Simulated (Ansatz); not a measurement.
The elements of this relaxed trial crystal are hidden behind letters.

```
lattice vectors (Å)
   0.0000    2.6061    2.6061
   2.6061    0.0000    2.6061
   2.6061    2.6061    0.0000
fractional positions
X 0.5000 0.5000 0.5000
Z 0.0000 0.0000 0.0000
```

Level of theory: DFT PBE, scalar-relativistic, plane waves, PAW in Ansatz. The final run on the 2-atom cell used 420 eV, a Γ-centred 18×18×18 mesh, 0.10 eV smearing and no spin polarisation.

| Item | Value |
| --- | --- |
| Space group | Fm-3m (No. 225) |
| Conventional cell | a = 5.212 Å |
| Volume per atom | 17.70 Å³ |
| Density | 12.56 g/cm³ |
| Energy over the elements | −0.20 eV/atom |
| Gap on the 18×18×18 mesh of the 2-atom cell | 0 eV (a metal) |

Energies are uncorrected and count from the elements' standard states at the same level.

Question: X is a p-block element of period 4 and Z is a d-block element of period 6. Which elements are they?

Answer: X = Ge, Z = Pt, so the formula is GePt, here in the rock salt type. Density times volume gives a mean mass of 12.56 × 17.70/1.6605 = 133.9 u per atom, and this set has 133.9 u. Among the elements that the hints allow, noble gases aside, only these give it. Around Ge lie 6 Pt at 2.61 Å; Pt has 6 Ge at 2.61 Å.

These runs have no spin–orbit coupling, which can matter for Pt. Symmetry constrained the relaxation, so the result can be a saddle point.
